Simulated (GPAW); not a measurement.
The system is Si2Mo.

```
Mo Si
1.0
    -1.60000    1.60000    3.93050
     1.60000   -1.60000    3.93050
     1.60000    1.60000   -3.93050
Mo Si
1 2
Direct
  0.00000 0.00000 0.00000
  0.66700 0.66700 0.00000
  0.33300 0.33300 0.00000
```

| Property | Result |
| --- | --- |
| Program | GPAW 26.7.0 |
| Task | relaxation of cell and atoms |
| Functional | PBE |
| Dispersion | D3 |
| Potentials or basis | GPAW PAW data sets (gpaw-data 1.2.1) |
| Cutoff | 600 eV |
| Basis | pw |
| k mesh | 7 × 7 × 7 |
| Occupations | fermi-dirac, width 0.05 eV |
| Spin | no spin polarisation |

At the start: pressure -2.4 GPa; volume 13.42 Å³/atom.

Problem. Where does the relaxation end?

Solution. Over 5 steps the energy falls by 2.2 meV/atom and the volume is 13.29 Å³/atom (-1.0 %); space group I4/mmm (No. 139, to 0.05 Å).

Step by step:
```csv
step,energy change (eV),largest force (eV/Å),pressure (GPa),volume (Å³)
1,0.0000,0.2740,-2.37,40.25
2,-0.0034,0.1930,-1.70,40.13
3,-0.0067,0.0130,0.02,39.85
4,-0.0067,0.0044,-0.03,39.86
5,-0.0067,0.0011,-0.03,39.86
```

Final structure:
```
Mo Si
1.0
    -1.59598    1.59598    3.91229
     1.59598   -1.59598    3.91229
     1.59598    1.59598   -3.91229
Mo Si
1 2
Cartesian
  0.0000 0.0000 0.0000
  0.0000 0.0000 5.2062
  0.0000 0.0000 2.6184
```

Caveat: the k mesh is coarse (spacing up to 0.40 Å⁻¹), so the values aren't converged; later steps reuse the first step's grids; pairwise dispersion overbinds metals, which lowers pressure and volume.
